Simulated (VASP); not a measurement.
# Ti2C (P4_2/mnm) in VASP: single point with r2SCAN

Aim: the single point of Ti2C with r2SCAN.

All numbers are computed with VASP 6.6.1; they aren't measurements. Logs are shortened: lines on timing, memory, paths and dates and some standing lists are left out, and cuts for length are marked.

**1. The structure**

It takes space group P4_2/mnm (No. 136, tetragonal). The conventional cell has a = 5.031 Å, b = 5.031 Å, c = 3.139 Å, α = 90.00°, β = 90.00°, γ = 90.00°. Ti (site symmetry m2m) has 3 C at 2.12 Å as nearest neighbours. C (site symmetry mmm) has 6 Ti at 2.12 Å as nearest neighbours.

The cell was built by a generator and needn't be a form met in nature.

**2. Single point, r2SCAN**

INCAR

```
SYSTEM = Ti2C
  PREC = Accurate
  ENCUT = 520
  EDIFF = 1E-6
  ISMEAR = 0
  SIGMA = 0.1
  LREAL = .FALSE.
  LASPH = .TRUE.
  NELM = 150
  ALGO = Normal
  ISIF = 2
  LWAVE = .FALSE.
  LCHARG = .FALSE.
  METAGGA = R2SCAN
  LMIXTAU = .TRUE.
  KPAR = 2
```

KPOINTS

```
Automatic mesh
0
G
  6 6 10
  0 0 0
```

POSCAR

```
Ti2C
1.0
    5.0305800000      0.0000000000      0.0000000000
    0.0000000000      5.0305800000      0.0000000000
    0.0000000000      0.0000000000      3.1385300000
Ti C
4 2
Direct
    0.2013170000      0.7986830000      0.5000000000
    0.7986830000      0.2013170000      0.5000000000
    0.7013170000      0.7013170000      0.0000000000
    0.2986830000      0.2986830000      0.0000000000
    0.0000000000      0.0000000000      0.0000000000
    0.5000000000      0.5000000000      0.5000000000
```

Potentials or basis: VASP PAW PBE potentials, release 64 (Ti_sv, C).

Run with:

```
cat potpaw_PBE.64/Ti_sv/POTCAR potpaw_PBE.64/C/POTCAR > POTCAR
mpirun -np 2 vasp_std > vasp.out
```

OUTCAR:

```text
SYSTEM = Ti2C
   PREC = Accurate
   ENCUT = 520
   EDIFF = 1E-6
   ISMEAR = 0
   LREAL = .FALSE.
   LASPH = .TRUE.
   NELM = 150
   ISIF = 2
   METAGGA = R2SCAN

 ion  position               nearest neighbor table
   1  0.201  0.799  0.500-   5 2.12   5 2.12   6 2.12   2 2.86
   2  0.799  0.201  0.500-   5 2.12   5 2.12   6 2.12   1 2.86
   3  0.701  0.701  0.000-   6 2.12   6 2.12   5 2.12   4 2.86
   4  0.299  0.299  0.000-   6 2.12   6 2.12   5 2.12   3 2.86
   5  0.000  0.000  0.000-   1 2.12   2 2.12   1 2.12   2 2.12   3 2.12   4 2.12
   6  0.500  0.500  0.500-   3 2.12   4 2.12   3 2.12   4 2.12   1 2.12   2 2.12

  LATTYP: Found a simple tetragonal cell.
 ALAT       =     5.0305800000
 C/A-ratio  =     0.6238902870

  Lattice vectors:

 A1 = (   5.0305800000,   0.0000000000,   0.0000000000)
 A2 = (   0.0000000000,   5.0305800000,   0.0000000000)
 A3 = (   0.0000000000,   0.0000000000,   3.1385300000)

Analysis of symmetry for initial positions (statically):
=====================================================================
 Subroutine PRICEL returns:
 Original cell was already a primitive cell.

 Routine SETGRP: Setting up the symmetry group for a
 simple tetragonal supercell.

 Subroutine GETGRP returns: Found 16 space group operations
 (whereof  8 operations were pure point group operations)
 out of a pool of 16 trial point group operations.

The static configuration has the point symmetry D_2h.
 The point group associated with its full space group is D_4h.

Analysis of symmetry for dynamics (positions and initial velocities):
=====================================================================
 Subroutine PRICEL returns:
 Original cell was already a primitive cell.

 Routine SETGRP: Setting up the symmetry group for a
 simple tetragonal supercell.

 Subroutine GETGRP returns: Found 16 space group operations
 (whereof  8 operations were pure point group operations)
 out of a pool of 16 trial point group operations.

The dynamic configuration has the point symmetry D_2h.
 The point group associated with its full space group is D_4h.

 Subroutine INISYM returns: Found 16 space group operations
 (whereof  8 operations are pure point group operations),
 and found     1 'primitive' translations

----------------------------------------------------------------------------------------

                                     Primitive cell

  volume of cell :      79.4259

  direct lattice vectors                    reciprocal lattice vectors
     5.030580000  0.000000000  0.000000000     0.198784236  0.000000000  0.000000000
     0.000000000  5.030580000  0.000000000     0.000000000  0.198784236  0.000000000
     0.000000000  0.000000000  3.138530000     0.000000000  0.000000000  0.318620501

  length of vectors
     5.030580000  5.030580000  3.138530000     0.198784236  0.198784236  0.318620501

  position of ions in fractional coordinates (direct lattice)
     0.201317000  0.798683000  0.500000000
     0.798683000  0.201317000  0.500000000
     0.701317000  0.701317000  0.000000000
     0.298683000  0.298683000  0.000000000
     0.000000000  0.000000000  0.000000000
     0.500000000  0.500000000  0.500000000

  ion indices of the primitive-cell ions
   primitive index   ion index
                 1           1
                 2           2
                 3           3
                 4           4
                 5           5
                 6           6

----------------------------------------------------------------------------------------

 KPOINTS: Automatic mesh

Automatic generation of k-mesh.
 Grid dimensions read from file:
 generate k-points for:    6    6   10

 Generating k-lattice:

  Cartesian coordinates                     Fractional coordinates (reciprocal lattice)
     0.033130706  0.000000000  0.000000000     0.166666667  0.000000000  0.000000000
     0.000000000  0.033130706  0.000000000     0.000000000  0.166666667  0.000000000
     0.000000000  0.000000000  0.031862050     0.000000000  0.000000000  0.100000000

  Length of vectors
     0.033130706  0.033130706  0.031862050

  Shift w.r.t. Gamma in fractional coordinates (k-lattice)
     0.000000000  0.000000000  0.000000000

 Subroutine IBZKPT returns following result:
 ===========================================

 Found     60 irreducible k-points:

 Following reciprocal coordinates:
            Coordinates               Weight
  0.000000  0.000000  0.000000      1.000000
  0.166667  0.000000  0.000000      4.000000
  0.333333  0.000000  0.000000      4.000000
  0.500000  0.000000  0.000000      2.000000
  0.166667  0.166667  0.000000      4.000000
  0.333333  0.166667  0.000000      8.000000
[... 16 lines left out ...]
  0.333333  0.000000  0.200000      8.000000
  0.500000  0.000000  0.200000      4.000000
 [... further k-points ...]
   k-points           NKPTS =     60   k-points in BZ     NKDIM =     60   number of bands    NBANDS=     33
   number of dos      NEDOS =    301   number of ions     NIONS =      6
   total plane-waves  NPLWV =  38400
   dimension x,y,z NGX =    40 NGY =   40 NGZ =   24
   dimension x,y,z NGXF=    80 NGYF=   80 NGZF=   48
   ions per type =               4   2
   NGX,Y,Z   is equivalent  to a cutoff of  13.22, 13.22, 12.71 a.u.
   NGXF,Y,Z  is equivalent  to a cutoff of  26.44, 26.44, 25.43 a.u.
 SYSTEM =  Ti2C
   PREC   = accura    normal or accurate (medium, high low for compatibility)
   ISTART =      0    job   : 0-new  1-cont  2-samecut
   ICHARG =      2    charge: 1-file 2-atom 10-const
   ISPIN  =      1    spin polarized calculation?
   LNONCOLLINEAR =      F non collinear calculations
   LSORBIT =      F    spin-orbit coupling
   LASPH  =      T    aspherical Exc in radial PAW
   ENCUT  =  520.0 eV  38.22 Ry    6.18 a.u.   9.35  9.35  5.84*2*pi/ulx,y,z
   NELM   =    150;   NELMIN=  2; NELMDL= -5     # of ELM steps
   EDIFF  = 0.1E-05   stopping-criterion for ELM
   LREAL  =      F    real-space projection
[... 7 lines left out ...]
   TEBEG  =    0.0;   TEEND  =   0.0 temperature during run
   PSTRESS=    0.0 pullay stress
   NELECT =      56.0000    total number of electrons
   NUPDOWN=      -1.0000    fix difference up-down
   EMIN   =  10.00;   EMAX   =-10.00  energy-range for DOS
   EFERMI =   0.00;   METHOD = LEGACY
   ISMEAR =     0;   SIGMA  =   0.10  broadening in eV -4-tet -1-fermi 0-gaus
   EFERMI_NEDOS =   21; number of points for ismear=-14 and -15
   IALGO  =     38    algorithm
   IMIX   =      4    mixing-type and parameters
     AMIX     =   0.40;   BMIX     =  1.00
     AMIX_MAG =   1.60;   BMIX_MAG =  1.00
  volume/ion in A,a.u.               =      13.24        89.33
  Fermi-wavevector in a.u.,A,eV,Ry     =   1.457080  2.753482 28.886283  2.123082
  Thomas-Fermi vector in A             =   2.573923
   LORBIT       =      0    0 simple, 1 ext, 2 COOP (PROOUT), +10 PAW based schemes
   METAGGA = R2SCAN    functional components
   LHFCALC =     F    Hartree Fock is set to
   AEXX    =    0.0000 exact exchange contribution
   IVDW    =     0    specifies the selected vdW correction
   LEPSILON=     F    determine dielectric tensor
   LRPA    =     F    only Hartree local field effects (RPA)
 non-spin polarized calculation
 Gauss-broadening in eV      SIGMA  =   0.10
  energy-cutoff  :      520.00
  volume of cell :       79.43
 maximum number of plane-waves:      2172
 NGX is ok and might be reduce to    40
   NGX = 19   NGY = 19   NGZ = 11

 number of electron      55.9999991 magnetization

 Free energy of the ion-electron system (eV)
  ---------------------------------------------------
  ext. energy  EPLUGINS =         0.00000000
  ---------------------------------------------------
  free energy    TOTEN  =       -76.12178293 eV

  energy without entropy =      -76.10425022  energy(sigma->0) =      -76.11301657

 E-fermi :   8.2035     XC(G=0): -12.7237

 val. band max:        8.2027047747   @ k =   0.5000   0.0000   0.4000
 cond. band min:       8.2280964882   @ k =   0.5000   0.1667   0.5000
 fundamental gap:      0.0253917135
 Fermi energy:         8.2034871475

 k-point     1 :       0.0000    0.0000    0.0000
  band No.  band energies     occupation
      1     -50.7777      2.00000
      2     -50.6883      2.00000
      3     -50.6883      2.00000
      4     -50.6580      2.00000
      5     -26.2964      2.00000
      6     -26.1616      2.00000
[... 25 lines left out ...]
     32       9.7312      0.00000
     33      10.0527      0.00000

 k-point     2 :       0.1667    0.0000    0.0000
  band No.  band energies     occupation
      1     -50.7722      2.00000
      2     -50.6956      2.00000
      3     -50.6857      2.00000
      4     -50.6587      2.00000
      5     -26.2774      2.00000
      6     -26.1488      2.00000
[... 25 lines left out ...]
     32       9.7373      0.00000
     33      10.0838      0.00000

 k-point     3 :       0.3333    0.0000    0.0000
  band No.  band energies     occupation
      1     -50.7572      2.00000
      2     -50.7136      2.00000
      3     -50.6789      2.00000
      4     -50.6627      2.00000
      5     -26.2346      2.00000
      6     -26.1280      2.00000
[... 25 lines left out ...]
     32      10.1369      0.00000
     33      10.1508      0.00000

 k-point     4 :       0.5000    0.0000    0.0000
  band No.  band energies     occupation
      1     -50.7361      2.00000
      2     -50.7361      2.00000
      3     -50.6703      2.00000
      4     -50.6703      2.00000
      5     -26.1834      2.00000
      6     -26.1834      2.00000
[... 25 lines left out ...]
     32      10.0629      0.00000
     33      10.1470      0.00000

 k-point     5 :       0.1667    0.1667    0.0000
  band No.  band energies     occupation
      1     -50.7670      2.00000
      2     -50.6963      2.00000
      3     -50.6890      2.00000
      4     -50.6601      2.00000
      5     -26.2573      2.00000
      6     -26.1417      2.00000
[... 604 lines left out ...]
 k-point    22 :       0.1667    0.0000    0.2000
  band No.  band energies     occupation
      1     -50.7554      2.00000
      2     -50.6891      2.00000
      3     -50.6801      2.00000
      4     -50.6625      2.00000
      5     -26.2288      2.00000
      6     -26.1135      2.00000
[... 25 lines left out ...]
     32      10.2303      0.00000
     33      10.2422      0.00000

 k-point    23 :       0.3333    0.0000    0.2000
  band No.  band energies     occupation
      1     -50.7426      2.00000
      2     -50.7052      2.00000
      3     -50.6752      2.00000
      4     -50.6641      2.00000
      5     -26.1868      2.00000
      6     -26.0927      2.00000
[... 25 lines left out ...]
     32       9.9299      0.00000
     33      10.2638      0.00000

 k-point    24 :       0.5000    0.0000    0.2000
  band No.  band energies     occupation
      1     -50.7246      2.00000
      2     -50.7246      2.00000
      3     -50.6690      2.00000
      4     -50.6690      2.00000
      5     -26.1409      2.00000
      6     -26.1409      2.00000
[... 25 lines left out ...]
     32       9.8501      0.00000
     33      10.3401      0.00000

 [... further k-points ...]

------------------------ aborting loop because EDIFF is reached ----------------------------------------

  FORCE on cell =-STRESS in cart. coord.  units (eV):
  Direction    XX          YY          ZZ          XY          YZ          ZX
  --------------------------------------------------------------------------------------
  -------------------------------------------------------------------------------------
  Total       -0.4092055     -0.4092055     -0.2483658      0.0000000      0.0000000      0.0000000
  in kB       -8.2544795     -8.2544795     -5.0100265      0.0000000      0.0000000      0.0000000
  external PRESSURE =      -7.1729952 kB  Pullay stress =       0.0000000 kB

 VOLUME and BASIS-vectors are now :
 -----------------------------------------------------------------------------
  energy-cutoff  :      520.00
  volume of cell :       79.43
      direct lattice vectors                 reciprocal lattice vectors
     5.030580000  0.000000000  0.000000000     0.198784236  0.000000000  0.000000000
     0.000000000  5.030580000  0.000000000     0.000000000  0.198784236  0.000000000
     0.000000000  0.000000000  3.138530000     0.000000000  0.000000000  0.318620501

 POSITION                                       TOTAL-FORCE (eV/Angst)
 -----------------------------------------------------------------------------------
      1.01274      4.01784      1.56926        -0.000057      0.000057      0.000000
      4.01784      1.01274      1.56926         0.000057     -0.000057      0.000000
      3.52803      3.52803      0.00000        -0.000057     -0.000057      0.000000
      1.50255      1.50255      0.00000         0.000057      0.000057     -0.000000
      0.00000      0.00000      0.00000         0.000000      0.000000      0.000000
      2.51529      2.51529      1.56926         0.000000      0.000000      0.000000
 -----------------------------------------------------------------------------------
    total drift:                               -0.000000      0.000000      0.000000

  FREE ENERGIE OF THE ION-ELECTRON SYSTEM (eV)
  ---------------------------------------------------
  free  energy   TOTEN  =       -76.1217829302 eV

  energy  without entropy=      -76.1042502162  energy(sigma->0) =      -76.11301657
```

Run time: 2.9 min. Hardware: 2 MPI ranks of Intel Xeon Platinum 8488C (Sapphire Rapids), shared host; peak memory 0.27 GiB.

Results:

```yaml
Free_energy: -76.1218 eV
Pressure: -0.7 GPa
Band_gap_on_the_k_mesh: none (metal or under the smearing width)
```

Caveat: the PAW data sets were made with another functional, which shifts forces and pressure a little.
